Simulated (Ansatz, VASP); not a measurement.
## Ta in VASP and in Ansatz

Contents of INCAR:

```
PREC     = Accurate       # precision mode
ENCUT    = 520            # plane-wave cutoff, eV
EDIFF    = 1E-7           # SCF threshold, eV
ISMEAR   = -1             # smearing method
SIGMA    = 0.1            # smearing width, eV
LREAL    = F              # projectors in reciprocal space
LASPH    = T              # aspherical terms in the spheres
NELM     = 80             # most SCF steps
ALGO     = Normal         # electronic algorithm
ISIF     = 2              # what is computed and relaxed
LWAVE    = F              # write WAVECAR
LCHARG   = F              # write CHGCAR
GGA      = PS             # functional
NBANDS   = 12             # bands
```

Contents of KPOINTS:

```
regular mesh
0
Gamma
  22 22 22
```

The input POSCAR:

```
Ta
1.0
   -1.6635142768      1.6635142768      1.6635142768
    1.6635142768     -1.6635142768      1.6635142768
    1.6635142768      1.6635142768     -1.6635142768
Ta
1
Direct
    0.0000000000      0.0000000000      0.0000000000
```

Input for Ansatz:

```yaml
crystal:
  lattice:
    - [-1.6635142768, 1.6635142768, 1.6635142768]
    - [1.6635142768, -1.6635142768, 1.6635142768]
    - [1.6635142768, 1.6635142768, -1.6635142768]
  atoms:
    - { symbol: Ta, position: [0.0, 0.0, 0.0] }
hamiltonian:
  xc: pbesol
  pseudopotentials:
    kind: paw
    azcp:
      Ta: "pseudopotentials/Ta.paw.azcp"
basis:
  ecutwfc: 420
  fft_grid_basis: typed
kpoints:
  mp_grid: { grid: [22, 22, 22], shift: [0, 0, 0] }
magnetization:
  spin_polarized: false
scf:
  occupations: { method: fermi_dirac, width: 0.1 }
output:
  stress: true
```

Alike in both runs: task single point; functional PBEsol; k mesh 22 × 22 × 22; occupations fermi-dirac, width 0.1 eV; no spin polarisation.

|  | VASP | Ansatz |
| --- | --- | --- |
| version | VASP 6.6.1 | Ansatz 0.2.0 |
| potentials or method | VASP PAW PBE potentials, release 64 (Ta_pv) | plane waves (420 eV) with PAW, scalar-relativistic |
| plane-wave cutoff (eV) | 520 | 420 |
| valence electrons in the cell | 11 | 13 |

|  | VASP | Ansatz | Ansatz less VASP |
| --- | --- | --- | --- |
| pressure (GPa) | -7.6 | -7.7 | -0.12 |

With one functional, cell and mesh, what is left measures potentials, basis and numerics. The two sets of potentials don't hold the same shells in valence. Ansatz warned: «pseudo_functional_mismatch».

Caveats: the PAW data sets were made with another functional, which shifts forces and pressure a little (VASP). The runs have no spin-orbit coupling, so splittings on Ta are missing.
